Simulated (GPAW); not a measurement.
Runs of GPAW 26.7.0 on NiO. Symmetry: Fm-3m, No. 225, cubic system. The conventional cell has a = 4.172 Å, b = 4.172 Å, c = 4.172 Å, α = 90.00°, β = 90.00°, γ = 90.00°. Ni (site symmetry m-3m) has 6 O at 2.09 Å as nearest neighbours. O (site symmetry m-3m) is surrounded by 6 Ni at 2.09 Å. 

```csv
task,level,potentials or basis,cell,k mesh,smearing,optimizer,fmax,max steps,target pressure,convergence,gap on the mesh (eV),pressure (GPa),moment (μB),relaxed volume (Å³/atom)
single point,RPBE,"the program's PAW data sets (release 1.2.1) made for this functional, pw",as given,11 × 11 × 11,gaussian 0.1 eV,-,-,-,-,-,none,(b),1.82,-
relaxation of cell and atoms,revPBE+D3(BJ),"the program's PAW data sets (release 1.2.1) made for this functional, pw",relaxed to -2 GPa,11 × 11 × 11,fermi-dirac 0.05 eV,FIRE,0.05 eV/Å,100,-2 GPa,density=1e-05 forces=0.0001,none,-1.9,1.87,-
relaxation of cell and atoms,RPBE+D4,"the program's PAW data sets (release 1.2.1) made for this functional, pw",relaxed,11 × 11 × 11,fermi-dirac 0.05 eV,FIRE,0.02 eV/Å,60,-,density=1e-05 forces=0.0001,none,0.2,1.88,(a)
band structure,r4SCAN,"GPAW PAW data sets (gpaw-data 1.2.1), pw",as given,8 × 8 × 8,fermi-dirac 0.05 eV,-,-,-,-,-,0.55,6.1,2.00,-
relaxation of cell and atoms,BLYP+D3(BJ),"PAW data sets generated in the run's folder for this functional, pw",relaxed,11 × 11 × 11,fermi-dirac 0.05 eV,BFGS,0.02 eV/Å,60,-,density=1e-05 forces=0.0001,none,0.0,1.77,9.44
```

Alike in all rows: spin collinear, ferromagnetic start; cutoff (eV) 800.

Fill in the values left out.

(a) 9.45; (b) 17.6.

Caveats: the stock nickel data set gives pressures a few GPa off other programs; a cell with one magnetic atom can't hold antiferromagnetic order, which such compounds often take; semilocal functionals often make such compounds metallic where correlation or magnetic order opens a gap, which also shifts bond lengths (some runs); each step starts from the last one's moments, so a moment once lost doesn't come back (some runs); later steps reuse the first step's grids (some runs); pairwise dispersion overbinds metals, which lowers pressure and volume (some runs); so large a pressure means that the cell lies far from this level's equilibrium, or that cutoff or potentials fall short (some runs).

A gap of «none» marks a metal or a gap under the smearing width.

Runs at the PBE level aren't shown here.
